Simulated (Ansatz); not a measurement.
# SnO2 (Cassiterite) (P4_2/mnm) in Ansatz: a series of runs, part 3 of 3

Ansatz 0.2.0.

**4. Relaxation of cell and atoms, revPBE**

The input, input.yaml:

```yaml
crystal:
  lattice:
    - [4.738, 0.0, 0.0]
    - [0.0, 4.738, 0.0]
    - [0.0, 0.0, 3.1865]
  atoms:
    - { symbol: Sn, position: [0.5, 0.5, 0.5] }
    - { symbol: Sn, position: [0.0, 0.0, 0.0] }
    - { symbol: O, position: [0.8071, 0.1929, 0.5] }
    - { symbol: O, position: [0.6929, 0.6929, 0.0] }
    - { symbol: O, position: [0.1929, 0.8071, 0.5] }
    - { symbol: O, position: [0.3071, 0.3071, 0.0] }
hamiltonian:
  xc: revpbe
  pseudopotentials: { kind: paw }
kpoints:
  mp_grid: { grid: [6, 6, 8] }
scf:
  occupations: { method: fermi_dirac, width: 0.05 }
output:
  forces: true
  stress: true
relax:
  f_tol: 0.01
  max_steps: 40
  cell: { stress_tol: 0.05 }
```

Potentials or basis: Ansatz PAW.

Command:

```console
$ ansatz run input.yaml --threads 2 --pin off --max-ram 5632MiB --backend cpu --events-out ev --progress --plain --runs-dir out
```

Log:

```text
Warning: RAYON_NUM_THREADS=2 ignored (pool sized by the plan → 2); use --threads N
Engine: ansatz 0.2.0, x86_64-unknown-linux-gnu
Pseudopotentials: kind: paw
Pseudopotential: Sn, paw, valence charge 14, recommended cutoff 420 eV (normal), Sn.paw.azcp
Pseudopotential: O, paw, valence charge 6, recommended cutoff 420 eV (normal), O.paw.azcp
Functional definition: revPBE
  parameter kappa = 1.245
  parameter beta = 0.06672455060314922
  exchange = pbe_x(kappa = kappa, mu = beta*pi^2/3)
  correlation = pbe_c(beta = beta)
Crystal: 6 atoms, lattice volume = 71.533 Å³
Basis set: ecut = 420 eV, 1411 PW (Γ), exchange–correlation on 64×64×48 points (8 copies of the dense FFT grid, shifted against one another)
Bands: 32, of which v1, the nominal top of the filled ones, is band 26 counted from 1 (25 counted from 0)
Symmetry: 16 space group operations
Space group: P42/mnm (ITA 136), of the structure as read, at distance tolerance 4.2e-5 Å
k-points: 50 of 288
Non-local potential: Sn, projectors of the file, l = 0: 2, l = 1: 2, l = 2: 2, l = 3: 2
Non-local potential: O, projectors of the file, l = 0: 2, l = 1: 2, l = 2: 1
[... 105 lines left out ...]
  E_ewald      = -4083.244729
  E_core_change = -0.023859  (= ΣΔE_core)
  E_smearing   = -0.000020  (= −TS)
  E_closure    = -0.000000  (closes the sum)
  Σ components = -14335.116017   (vs F -14335.116017, Δ=0.00e0)
--- Forces (eV/Å), atoms counted from 1 ---
  atom   1  Sn     0.00000000    -0.00000000     0.00000000
  atom   2  Sn     0.00000000     0.00000000     0.00000000
  atom   3  O      0.00116563    -0.00116563     0.00000000
  atom   4  O     -0.00116563    -0.00116563    -0.00000000
  atom   5  O     -0.00116563     0.00116563    -0.00000000
  atom   6  O      0.00116563     0.00116563     0.00000000
  max |Σ_I F_I| component: 3.47e-18 eV/Å
--- Stress (GPa, compression-positive) ---
        0.048687      -0.000000       0.000000
       -0.000000       0.048687       0.000000
        0.000000       0.000000       0.004157
  P = ⅓ Tr σ = 0.0338 GPa (0.338 kbar)
--- Relaxed structure (5 steps of the walk, 5 accepted, 2 SCFs on fresh bases) ---
  F+E_penalty+E_count = -14335.11601685 eV   max|allowed force component| = 1.166e-3 eV/Å   (the final SCF, on the basis selected at the relaxed cell)
  cell:  # Å, volume = 76.7602 Å³
    - [4.861316334307597, 1.9783814879120835e-33, -5.495506792419167e-34]
    - [1.0991008266178244e-33, 4.861316334307597, -2.747752066544561e-34]
    - [-3.6959532400140027e-34, -1.8479763529008533e-34, 3.248091538534955]
  atoms:
    - { symbol: Sn, position: [0.5, 0.5, 0.5] }
    - { symbol: Sn, position: [-3.432467831845275e-20, 3.0510825171957346e-20, -2.605292409699783e-34] }
    - { symbol: O, position: [0.806816685221588, 0.19318331477841205, 0.5] }
    - { symbol: O, position: [0.6931833147784121, 0.6931833147784121, 4.276160149499363e-34] }
    - { symbol: O, position: [0.19318331477841205, 0.806816685221588, 0.5] }
    - { symbol: O, position: [0.306816685221588, 0.306816685221588, 2.916253532428824e-34] }
```

It took 46 s on 2 threads of Intel Xeon at 2.50GHz (Skylake/Cascade Lake), shared host; peak memory 0.44 GiB.

What came out:

```yaml
Free_energy: -14335.1160 eV
Relaxed_volume: 12.79 Å³/atom
Relaxed_cell: a = 4.861 Å, b = 4.861 Å, c = 3.248 Å, α = 90.00°, β = 90.00°, γ = 90.00°
Space_group_after_relaxing_to_0.05_Å: P4_2/mnm (No. 136)
Energy_gained_by_relaxing: 35.8 meV/atom
Ionic_steps: 7
Pressure_after_relaxing: 0.0 GPa
Band_gap_on_the_k_mesh: 0.59 eV
```

The path:
| step | energy change (eV) | largest force (eV/Å) | volume (Å³) |
| --- | --- | --- | --- |
| 1 | 0.0000 | 0.2979 | 71.53 |
| 2 | -0.1820 | 0.0689 | 76.19 |
| 3 | -0.1816 | 0.0454 | 76.45 |
| 4 | -0.1823 | 0.0039 | 76.46 |
| 5 | -0.2143 | 0.0056 | 76.46 |
| 6 | -0.2136 | 0.0015 | 76.76 |
| 7 | -0.2150 | 0.0016 | 76.76 |

Final structure:
```
Sn O
1.0
     4.86132    0.00000    0.00000
     0.00000    4.86132    0.00000
     0.00000    0.00000    3.24809
Sn O
2 4
Direct
  0.50000 0.50000 0.50000
  0.00000 0.00000 0.00000
  0.80682 0.19318 0.50000
  0.69318 0.69318 0.00000
  0.19318 0.80682 0.50000
  0.30682 0.30682 0.00000
```

Caveat: the plane-wave basis is chosen anew once the cell has moved, so the energies of steps on either side of that aren't comparable; the pressure holds a Pulay correction of +0.7 GPa for the finite cutoff; spin-orbit coupling is left out, which moves the levels of the heavy elements; the PAW data sets come from PBE, with cores solved anew for the run's functional, which leaves a small shift of forces and pressure. As with any semilocal functional, this revPBE gap is likely too small.

**5. Single point, PBE**

input.yaml: that of step 4 with these lines changed.

```diff
@@ -13,3 +13,3 @@
 hamiltonian:
-  xc: revpbe
+  xc: pbe
   pseudopotentials: { kind: paw }
@@ -18,3 +18,3 @@
 scf:
-  occupations: { method: fermi_dirac, width: 0.05 }
+  occupations: { method: gaussian, width: 0.013 }
 output:
@@ -22,5 +22,6 @@
   stress: true
-relax:
-  f_tol: 0.01
-  max_steps: 40
-  cell: { stress_tol: 0.05 }
+  eigenvalues: true
+  write_density: true
+  write_potential: true
+  elf: true
+  volumetric_format: npy
```

Command:

```console
$ ansatz run input.yaml --threads 2 --pin off --max-ram 5632MiB --backend cpu --events-out ev --progress --plain --runs-dir out
```

Run time: 9.3 s. Hardware: 2 threads of Intel Xeon at 2.50GHz (Skylake/Cascade Lake), shared host; peak memory 0.41 GiB.

Results (log left out):

* Free energy: -14317.8395 eV
* Pressure: 11.1 GPa
* Largest force: 0.275 eV/Å
* Band gap on the k mesh: 1.28 eV, direct

Forces on the atoms (eV/Å):
```
Sn   0.000  0.000  0.000
Sn   0.000  0.000  0.000
O   -0.195  0.195  0.000
O    0.195  0.195  0.000
O    0.195 -0.195  0.000
O   -0.195 -0.195  0.000
```

Stress tensor (GPa, compression positive):
```
10.10  0.00  0.00
 0.00 10.10  0.00
 0.00  0.00 13.05
```

Levels at points of the mesh, in eV from the valence-band top:
| k point | band 23 | band 24 | band 25 | band 26 | band 27 | band 28 | band 29 | band 30 |
| --- | --- | --- | --- | --- | --- | --- | --- | --- |
| (0.00, 0.00, 0.00) | -1.22 | -0.77 | -0.77 | 0.00 | 1.28 | 6.17 | 6.37 | 6.37 |
| (0.00, 0.00, -0.50) | -1.65 | -1.65 | -1.26 | -1.26 | 6.24 | 6.24 | 9.79 | 9.79 |
| (0.00, -0.50, 0.00) | -1.18 | -1.18 | -0.63 | -0.63 | 4.45 | 4.45 | 7.11 | 7.11 |
| (0.00, -0.50, -0.50) | -1.10 | -1.10 | -0.69 | -0.69 | 6.52 | 6.52 | 8.09 | 8.09 |
| (-0.50, -0.50, 0.00) | -1.30 | -1.30 | -0.90 | -0.90 | 4.85 | 4.85 | 7.54 | 7.54 |
| (-0.50, -0.50, -0.50) | -0.97 | -0.97 | -0.83 | -0.83 | 4.94 | 4.94 | 8.90 | 8.90 |

Caveat: the pressure holds a Pulay correction of +0.8 GPa for the finite cutoff; spin-orbit coupling is left out, which moves the levels of the heavy elements. A hybrid or GW would open this gap; PBE tends to underestimate it.

**6. Single point, PBE**

input.yaml: that of step 5 with these lines changed.

```diff
@@ -18,3 +18,3 @@
 scf:
-  occupations: { method: gaussian, width: 0.013 }
+  occupations: { method: gaussian, width: 0.014 }
 output:
```

Potentials or basis: Ansatz PAW.

Command:

```console
$ ansatz run input.yaml --threads 2 --pin off --max-ram 5632MiB --backend cpu --events-out ev --progress --plain --runs-dir out
```

It took 9.2 s on 2 threads of Intel Xeon at 2.50GHz (Skylake/Cascade Lake), shared host; peak memory 0.41 GiB.

Results (log left out):

```
Free energy            : -14317.8395 eV
Pressure               : 11.1 GPa
Largest force          : 0.275 eV/Å
Band gap on the k mesh : 1.28 eV, direct
```

Forces on the atoms (eV/Å):
```
Sn   0.000  0.000  0.000
Sn   0.000  0.000  0.000
O   -0.195  0.195  0.000
O    0.195  0.195  0.000
O    0.195 -0.195  0.000
O   -0.195 -0.195  0.000
```

Stress tensor (GPa, compression positive):
```
10.10  0.00  0.00
 0.00 10.10  0.00
 0.00  0.00 13.05
```

Levels at points of the mesh, in eV from the valence-band top:
```csv
k point,band 22,band 23,band 24,band 25,band 26,band 27,band 28,band 29,band 30,band 31
"(0.00, 0.00, 0.00)",-1.22,-1.22,-0.77,-0.77,0.00,1.28,6.17,6.37,6.37,10.50
"(0.00, 0.00, -0.50)",-2.58,-1.65,-1.65,-1.26,-1.26,6.24,6.24,9.79,9.79,10.72
"(0.00, -0.50, 0.00)",-1.95,-1.18,-1.18,-0.63,-0.63,4.45,4.45,7.11,7.11,10.99
"(0.00, -0.50, -0.50)",-1.72,-1.10,-1.10,-0.69,-0.69,6.52,6.52,8.09,8.09,11.07
"(-0.50, -0.50, 0.00)",-1.95,-1.30,-1.30,-0.90,-0.90,4.85,4.85,7.54,7.54,11.02
"(-0.50, -0.50, -0.50)",-2.43,-0.97,-0.97,-0.83,-0.83,4.94,4.94,8.90,8.90,11.06
```

Caveat: the pressure holds a Pulay correction of +0.8 GPa for the finite cutoff; spin-orbit coupling is left out, which moves the levels of the heavy elements. As with any semilocal functional, this PBE gap is likely too small.

**7. The runs side by side**

```tsv
task	level	cell	smearing	gap on the mesh (eV)	pressure (GPa)	relaxed volume (Å³/atom)	largest force (eV/Å)
relaxation of cell and atoms	revPBE+D3(BJ)	relaxed	fermi-dirac 0.05 eV	0.89	0.0	12.37	-
relaxation of cell and atoms	revPBE+D4	relaxed	fermi-dirac 0.05 eV	0.96	0.0	12.29	-
relaxation of cell and atoms	revPBE	relaxed	fermi-dirac 0.05 eV	0.59	0.0	12.79	-
single point	PBE	as given	gaussian 0.013 eV	1.28	11.1	-	0.28
single point	PBE	as given	gaussian 0.014 eV	1.28	11.1	-	0.28
```

Alike in all rows: potentials or basis Ansatz PAW; no spin polarisation; k mesh 6 × 6 × 8; cutoff (eV) 420.

Caveats: spin-orbit coupling is left out, which moves the levels of the heavy elements; the plane-wave basis is chosen anew once the cell has moved, so the energies of steps on either side of that aren't comparable (some runs); the PAW data sets come from PBE, with cores solved anew for the run's functional, which leaves a small shift of forces and pressure (some runs).

Absolute energies hang on the potentials; compare differences alone.
